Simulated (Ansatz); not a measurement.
HgTe (Coloradoite) under changes of volume

One of the cells (33.215 Å³/atom); the others are scaled copies at fixed shape and fractional positions:

```xyz
2
Lattice="0.0000 3.2145 3.2145 3.2145 0.0000 3.2145 3.2145 3.2145 0.0000" Properties=species:S:1:pos:R:3 pbc="T T T"
Hg    0.0000    0.0000    0.0000
Te    4.8217    4.8217    4.8217
```

```yaml
Program: Ansatz 0.2.0
Functional: LDA
Potentials_or_basis: Ansatz PAW
Cutoff: "420 eV (not typed: the program's choice for these potentials)"
k_mesh: 7 × 7 × 7
Occupations: fermi-dirac, width 0.05 eV
Spin: no spin polarisation
```

```tsv
volume (Å³/atom)	energy over the lowest point (meV/atom)	pressure (GPa)
31.223	22.36	3.6
31.887	10.00	2.3
32.551	?	?
33.215	0.00	0.2
33.880	1.26	-0.7
34.544	6.06	-1.5
35.208	13.99	-2.3
```

What does the run at 32.551 Å³/atom give?

Energy over the lowest point 2.73 meV/atom; pressure 1.2 GPa.

Worked out: A Birch-Murnaghan fit of order 3 (a polynomial in V^(-2/3)) to the other rows has its minimum at 33.33 Å³/atom with B0 = V·E''(V) = 47 GPa and B' = 5.1. It gives 2.74 meV/atom at 32.551 Å³/atom, against the run's 2.73, and -dE/dV = 1.2 GPa, against 1.2.

Energies are extrapolated to zero smearing.

Caveats: the PAW data sets come from PBE, with cores solved anew for the run's functional, which leaves a small shift of forces and pressure.
